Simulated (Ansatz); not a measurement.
# C: a tetragonal deformation path

One table from this session's results is given with a row withheld; the runs are named, their logs left out.

Program: Ansatz 0.2.0. Level of theory: DFT PBE, scalar-relativistic, plane waves, PAW. These are calculated values, not measurements.

## The starting structure

It takes space group Fd-3m (No. 227, cubic). The conventional cell has a = 3.567 Å, b = 3.567 Å, c = 3.567 Å, α = 90.00°, β = 90.00°, γ = 90.00°. C (site symmetry -43m) has 4 C at 1.54 Å as nearest neighbours.

As a file:

```cif
data_structure
_symmetry_space_group_name_H-M 'P 1'
_symmetry_Int_Tables_number 1
_cell_length_a 2.5221
_cell_length_b 2.5221
_cell_length_c 2.5221
_cell_angle_alpha 60.000
_cell_angle_beta 60.000
_cell_angle_gamma 60.000
_cell_volume 11.34
loop_
_atom_site_label
_atom_site_type_symbol
_atom_site_fract_x
_atom_site_fract_y
_atom_site_fract_z
_atom_site_occupancy
C1 C 0.50000 0.50000 0.50000 1
C2 C 0.75000 0.75000 0.75000 1
```

The cell is taken as given, not relaxed at this level.

Set-up of the first run:

At fixed volume and fractional coordinates, lengths along (0.000, 0.000, 1.000) are scaled against those across it; ρ is that ratio over its starting value.

input.yaml

```yaml
crystal:
  lattice:
    - [0.0, 2.0018995919, 1.4153430115]
    - [2.0018995919, 0.0, 1.4153430115]
    - [2.0018995919, 2.0018995919, 0.0]
  atoms:
    - { symbol: C, position: [0.5, 0.5, 0.5] }
    - { symbol: C, position: [0.75, 0.75, 0.75] }
basis:
  ecutwfc: 420
kpoints:
  mp_grid: { grid: [12, 12, 12] }
hamiltonian:
  xc: pbe
scf:
  occupations: { method: gaussian, width: 0.05 }
output:
  forces: true
  stress: true
  eigenvalues: true
```

Launch:

```console
$ ansatz run input.yaml --threads 1 --pin off --max-ram 1228MiB --backend cpu --events-out ev --progress --plain --runs-dir out
```

Among the steps run: At ρ = 0.707; At ρ = 1.414; ρ = 0.850; Point ρ = 1.200; Point ρ = 0.780; ρ = 1.300; At ρ = 0.920; At ρ = 1.100; At ρ = 0.650; At ρ = 1.500; At ρ = 0.960; Point ρ = 1.050.

One of the session's tables, all rows but one given; the rest of the session is left out.

Collected from the runs (energy zero: the undisturbed cell):

```
    ρ  ΔE (meV/atom)  pressure (GPa)  gap on the mesh (eV)
0.650         1341.4             1.5                  0.00
0.707          965.5             1.9                  0.00
0.780          556.1             2.4                  0.00
0.850          257.1             2.2                  0.30
0.920           72.0             1.9                  2.13
0.960           17.8             1.8                  3.14
1.000            0.0             1.8                  4.16
1.050           27.1             1.8                  3.54
1.100          106.1             2.1                  2.97
1.200              ?               ?                     ?
1.300          877.3             5.1                  0.86
1.414         1577.1             8.5                  0.00
1.500         2135.4            11.2                  0.00
```

Q: Estimate the row for ρ = 1.200 from the others.

Worked estimate for «ΔE (meV/atom)». A straight line through the neighbours (1.100, 106.1) and (1.300, 877.3) gives 106.1 + (877.3 − 106.1) × (1.200 − 1.100) / (1.300 − 1.100) = 491.7; a parabola fitted to 4 rows on both sides gives 416.9.

**Answer.** ΔE (meV/atom): 407.6; pressure (GPa): 3.1; gap on the mesh (eV): 1.88. In «ΔE (meV/atom)» the line misses by +84.1 and the parabola by +9.3.

Where the gap reads zero, the mesh chosen for the insulator is on the coarse side.
